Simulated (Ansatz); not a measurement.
# K3HgS2: the cost of one run

Program: Ansatz 0.2.0. Level of theory: DFT PBE, scalar-relativistic, plane waves, PAW. These are calculated values, not measurements.

## (1) Starting point

The structure is hexagonal, space group P6/mmm (No. 191). Conventional cell: a = 8.699 Å, b = 8.699 Å, c = 3.772 Å, α = 90.00°, β = 90.00°, γ = 120.00°. K (site symmetry mmm) is surrounded by 4 S at 3.14 Å. Around Hg (site symmetry 6/mmm) lie 2 Hg at 3.77 Å. Around S (site symmetry -6m2) lie 6 K at 3.14 Å.

As a file:

```
K Hg S
1.0
     8.69922    0.00000    0.00000
    -4.34961    7.53374    0.00000
     0.00000    0.00000    3.77224
K Hg S
3 1 2
Cartesian
  4.3496 0.0000 1.8861
  2.1748 3.7669 1.8861
  -2.1748 3.7669 1.8861
  0.0000 0.0000 0.0000
  0.0000 5.0225 0.0000
  4.3496 2.5112 0.0000
```

It is the end of an earlier relaxation with the same method, from a database cell with other species swapped in; it is a trial structure. At a tolerance of 0.05 Å it has space group P6/mmm (No. 191); it has 41.20 Å³/atom, an uncorrected energy of -0.66 eV/atom over the elements.

## (2) Bands, states and charges

input.yaml reads:

```yaml
crystal:
  lattice:
    - [8.6992189678, 0.0, 0.0]
    - [-4.3496094839, 7.5337446192, 0.0]
    - [0.0, 0.0, 3.7722431122]
  atoms:
    - { symbol: K, position: [0.5, 0.0, 0.5] }
    - { symbol: K, position: [0.5, 0.5, 0.5] }
    - { symbol: K, position: [0.0, 0.5, 0.5] }
    - { symbol: Hg, position: [0.0, 0.0, 0.0] }
    - { symbol: S, position: [0.3333333333, 0.6666666667, 0.0] }
    - { symbol: S, position: [0.6666666667, 0.3333333333, 0.0] }
basis:
  ecutwfc: 420
kpoints:
  mp_grid: { grid: [6, 6, 10] }
  band_path:
    path:
      - [[0.0, 0.0, 0.0], [0.5, 0.0, 0.0], [0.33333333, 0.33333333, 0.0], [0.0, 0.0, 0.0], [0.0, 0.0, 0.5], [0.5, 0.0, 0.5], [0.33333333, 0.33333333, 0.5], [0.0, 0.0, 0.5]]
      - [[0.5, 0.0, 0.5], [0.5, 0.0, 0.0]]
      - [[0.33333333, 0.33333333, 0.5], [0.33333333, 0.33333333, 0.0]]
    npoints: 14
hamiltonian:
  xc: pbe
scf:
  occupations: { method: gaussian, width: 0.1 }
  n_extra_bands: 15
output:
  forces: true
  stress: true
  eigenvalues: true
  populations: true
  dos: { projected: true, de: 0.02, nscf_kmesh: { grid: [8, 8, 12] } }
  bader: true
  write_density: true
  write_potential: true
  elf: true
  volumetric_format: npy
```

On the command line:

```bash
ansatz run input.yaml --threads 1 --pin off --max-ram 2048MiB --backend cpu --events-out ev --progress --plain --runs-dir out
```

**Question.** How long does this run take on 1 thread of Intel Xeon Platinum 8259CL at 2.50GHz (Skylake/Cascade Lake), shared host, and how much memory does it need?

About 2.2 min, with a peak of 1.1 GiB.
